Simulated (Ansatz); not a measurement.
Method: DFT PBE, scalar-relativistic, plane waves, PAW (Ansatz 0.2.0). All cells share a 420 eV cutoff and Γ-centred k meshes spaced at most about 0.3 Å⁻¹ (about 0.25 or finer for metals, 2π included). No spin polarisation in the final relaxations.

Temperature and zero-point effects are left out.

Two forms of B were relaxed alike.

1.

```yaml
crystal:
  lattice:
    - [2.45740, 1.41878, 1.65881]
    - [-2.45740, 1.41878, 1.65881]
    - [0.00000, -2.83756, 1.65881]
  atoms:
    - { symbol: B, position: [0.18091, 0.18091, 0.18091] }
    - { symbol: B, position: [0.81909, 0.81909, 0.81909] }
    - { symbol: B, position: [0.66461, 0.33539, 0.00000] }
    - { symbol: B, position: [0.00000, 0.66461, 0.33539] }
    - { symbol: B, position: [0.33539, 0.00000, 0.66461] }
```

2.

```yaml
crystal:
  lattice:
    - [1.40618, -4.04455, 0.00000]
    - [1.40618, 4.04455, 0.00000]
    - [0.00000, 0.00000, 1.88435]
  atoms:
    - { symbol: B, position: [0.68334, 0.31666, 0.50000] }
    - { symbol: B, position: [0.31666, 0.68334, 0.50000] }
    - { symbol: B, position: [0.50000, 0.50000, 0.00000] }
```

**Question.** Which would you expect to be lower, and how large is the difference?

**Answer.** Cell 1 is lower, by 0.32 eV/atom. Cell 1 has space group R32 (No. 155), 6.9 Å³/atom and no gap on its mesh; cell 2 has space group Cmmm (No. 65), 7.1 Å³/atom and no gap. Counting all near atoms (those within 1.25 times the shortest such distance or 1.15 times the sum of covalent radii; a slash parts the counts of unlike sites), cell 1 has B 6/7 and cell 2 has B 6. In cell 1, B on a site of symmetry 3 is surrounded by 7 B at 1.80–1.88 Å; B on a site of symmetry 2 has 2 B at 1.66 Å and 4 B at 1.80–1.88 Å. In cell 2, B on a site of symmetry m2m is surrounded by 4 B at 1.76–1.77 Å and 2 B at 1.88 Å; around B on a site of symmetry mmm lie 4 B at 1.76 Å and 2 B at 1.88 Å. Both come from invented guesses. The part of the Crystallography Open Database at hand lists B in space groups No. 58, 134, 166; no cell shown has one of them.

Cells relaxed within their symmetry can be saddle points.
